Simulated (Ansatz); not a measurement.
Compressing In: a fit and a missing row

In, I4/mmm, a = 3.390 Å, c = 4.785 Å. Ansatz: PBE, PAW, 420 eV, Γ-centred 18×18×18 mesh on 1 atom, Gaussian smearing 0.10 eV; no spin polarisation. Shape and atoms are relaxed at each volume; pressure is positive in compression.

```
V (Å³/atom) P (GPa)
     25.845        ?
     26.670     1.17
     27.495    -0.02
     28.320    -1.01
     29.145    -1.82
```

Problem. Take V0 = 27.495 Å³/atom, count pressures from its P0 = -0.02 GPa, fit the third-order Birch–Murnaghan form to the other rows, and predict the missing pressure.

Solution. With the Eulerian strain f = ½[(V0/V)^(2/3) − 1] and y = (P − P0)/[3f(1 + 2f)^(5/2)], the form is the line y = B0 + 1.5 B0 (B0′ − 4) f. Rows (f, y): 0.01026, 36.7; -0.00976, 35.5; -0.01905, 34.7. Means f = -0.006183, y = 35.633; Σ(Δf)² = 0.0004487, ΣΔfΔy = 0.03003; the slope is their ratio. y = 36.05 + 66.91 f GPa, so B0 = 36.0 GPa and B0′ = 4 + 2 × (66.91)/(3 × 36.05) = 5.24. At V = 25.845, f = 0.02106, y = 37.46 and P = 2.60 GPa. The run gave 2.60 GPa, the same to the digits shown. The form still works here, 33 % of the fitted range beyond its end.